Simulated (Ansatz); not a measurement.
Rh: from a first guess to the relaxed sc type

First guess:

```xyz
1
Lattice="2.5066 0.0000 0.0000 0.0000 2.5066 0.0000 0.0000 0.0000 2.5066" Properties=species:S:1:pos:R:3 pbc="T T T"
Rh    0.0000    0.0000    0.0000
```

Level of theory: Ansatz 0.2.0, DFT, PBE, PAW with Ansatz's default frozen-core files, scalar-relativistic.

Cell and atoms relax within the symmetry of the start on a 14×14×14 k mesh with 0.08 eV Fermi–Dirac smearing.

The start is built from a prototype, known or not as a phase of this compound; the cutoff is 420 eV.

Spin polarisation is left out, and whether a magnetic state lies lower isn't shown here.

(1) What is the pressure of the first guess?

(2) What does it relax to?

(3) How much energy does the relaxation release?

Answers

(1) 6.99 GPa.

(2) a = 2.536 Å, b = 2.536 Å, c = 2.536 Å, α = 90.00°, β = 90.00°, γ = 90.00° (conventional cell), 16.31 Å³ per atom:
```
CELL_PARAMETERS angstrom
2.53606 0.00000 0.00000
0.00000 2.53606 0.00000
0.00000 0.00000 2.53606
ATOMIC_POSITIONS crystal
Rh 0.00000 0.00000 0.00000
```

(3) 12 meV/atom.
